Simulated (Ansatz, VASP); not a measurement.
**One calculation of Ni, two programs**

Contents of INCAR:

```
SYSTEM = Ni
PREC = Accurate
ENCUT = 520
EDIFF = 1E-7
ISMEAR = -1
SIGMA = 0.05
LREAL = .FALSE.
LASPH = .TRUE.
NELM = 120
ALGO = Normal
ISIF = 2
LWAVE = .FALSE.
LCHARG = .FALSE.
ISPIN = 2
MAGMOM = 1 1
LORBIT = 11
LMAXMIX = 4
GGA = PE
NBANDS = 21
```

File KPOINTS:

```
regular mesh
0
G
  12 12 7
  0 0 0
```

Contents of POSCAR:

```
Ni
1.0
    2.4642354424      0.0000000000      0.0000000000
   -1.2321177212      2.1340904941      0.0000000000
    0.0000000000      0.0000000000      4.0997805916
Ni
2
Direct
    0.6666666667      0.3333333333      0.7500000000
    0.3333333333      0.6666666667      0.2500000000
```

The input input.yaml:

```yaml
crystal:
  lattice:
    - [2.4642354424, 0.0, 0.0]
    - [-1.2321177212, 2.1340904941, 0.0]
    - [0.0, 0.0, 4.0997805916]
  atoms:
    - { symbol: Ni, position: [0.6666666667, 0.3333333333, 0.75], spin: 1.0 }
    - { symbol: Ni, position: [0.3333333333, 0.6666666667, 0.25], spin: 1.0 }
hamiltonian:
  xc: pbe
  pseudopotentials: { kind: paw }
magnetization:
  spin_polarized: true
kpoints:
  mp_grid: { grid: [12, 12, 7] }
scf:
  occupations: { method: fermi_dirac, width: 0.05 }
output:
  forces: true
  stress: true
  eigenvalues: true
  write_density: true
  write_potential: true
  elf: true
  volumetric_format: npy
```

Change from the starting cell: volume scaled by 1.02.

Alike in both runs: task single point; functional PBE; k mesh 12 × 12 × 7; occupations fermi-dirac, width 0.05 eV; collinear spin, ferromagnetic start.

|  | VASP | Ansatz |
| --- | --- | --- |
| version | VASP 6.6.1 | Ansatz 0.2.0 |
| potentials or method | VASP PAW PBE potentials, release 64 (Ni) | Ansatz PAW |
| plane-wave cutoff (eV) | 520 | 420 |
| valence electrons in the cell | 20 | 36 |

|  | VASP | Ansatz | Ansatz less VASP |
| --- | --- | --- | --- |
| gap on the k mesh at the Fermi level (eV) | none | none | - |
| pressure (GPa) | 2.8 | 2.9 | +0.14 |
| largest component of the traceless stress (GPa) | 2.42 | 2.48 | +0.057 |
| net moment per atom (μB) | 0.64 | 0.66 | +0.016 |
| size of the moment on the site where the two differ most (μB) | 0.65 | 0.70 | +0.044 |

Site moments also hang on the region over which each program counts them. A gap of «none» marks a metal or a gap that the smearing closes. The two sets of potentials don't hold the same shells in valence.
